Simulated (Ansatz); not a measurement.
An input for Ansatz 0.2.0 (CdTe):

File input.yaml:

```yaml
crystal:
  lattice: { a: 6.41, b: 6.41, c: 6.41, alpha: 90.0, beta: 90.0, gamma: 90.0 }
  space_group: 216
  setting: { hermann_mauguin: F-43m }
  reduce_to_primitive: true
  atoms:
    - { symbol: Te, position: [0.25, 0.25, 0.25] }
    - { symbol: Cd, position: [0.0, 0.0, 0.0] }
kpoints:
  mp_grid: { grid: [7, 7, 7] }
scf:
  occupations: { method: fixed }
  max_iter: 100
hamiltonian:
  xc: { exchange: slater, correlation: vwn5 }
  pseudopotentials: { kind: all_electron, datasets: crystal }
output:
  forces: true
  stress: true
  wannier:
    minimise: true
    kmesh: [6, 6, 6]
    projections: [{ species: Te, l: p }]
magnetization:
  spin_polarized: true
  initial_magnetization: 15
```

Potentials or basis: all-electron PAW datasets made for the crystal.

The run is started by

```console
$ ansatz run input.yaml --threads 1 --pin off --max-ram 2560MiB --backend cpu --events-out ev --progress --plain --runs-dir out
```

**Question.** How does this run end?

**Answer.** The run stopped without a result. It printed:

Output:

```text
Error: 2 input errors — fix all and re-run
```
